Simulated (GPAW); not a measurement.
## I in GPAW: convergence with k mesh

The system is I.

```xyz
1
Lattice="-2.0894 2.0894 2.0894 2.0894 -2.0894 2.0894 2.0894 2.0894 -2.0894" Properties=species:S:1:pos:R:3 pbc="T T T"
I     0.0000    0.0000    0.0000
```

The real solid is made of molecules; this cell is a model form.

- Program: GPAW 26.7.0
- Task: convergence study
- Functional: PBEsol
- Potentials or basis: PAW data sets generated in the run's folder for this functional
- Cutoff: 600 eV
- Basis: pw
- k mesh: 2 × 2 × 2
- Occupations: fermi-dirac, width 0.05 eV
- Spin: no spin polarisation

These are the settings of the first run; the series varies k mesh, with any setting tied to it.

Hardware: 1 thread of Arm Neoverse V1 (shared host).

```csv
k mesh,"energy less the tightest run, at zero smearing (meV/atom)",pressure (GPa),SCF cycles,CPU time (s),peak memory (GiB)
2 × 2 × 2,970.84,8.03,8,4.3,0.13
3 × 3 × 3,-110.12,-2.18,8,4.4,0.15
4 × 4 × 4,-91.50,-2.81,8,5.1,0.15
5 × 5 × 5,-67.02,-3.02,8,5.4,0.15
6 × 6 × 6,-39.64,-2.79,8,6.5,0.15
7 × 7 × 7,-8.43,-2.51,8,7.2,0.16
8 × 8 × 8,7.72,-2.37,8,8.8,0.16
10 × 10 × 10,6.26,-2.47,8,12,0.16
12 × 12 × 12,0.00,-2.55,8,16,0.17
```

Against the tightest run, the pressure stays within 0.1 GPa from 10 × 10 × 10 on. Not settled before the last step: the energy (to 1 meV/atom). Meshes of other sizes hit other points, so gaps and Fermi surfaces needn't settle smoothly. The tightest run that finished is the yardstick and may itself not be fully converged.

Caveat, for the tightest run too: an odd number of electrons without spin polarisation forces a metal; a magnetic or distorted state may lie lower. Spin-orbit coupling is left out, which matters for the levels of I.
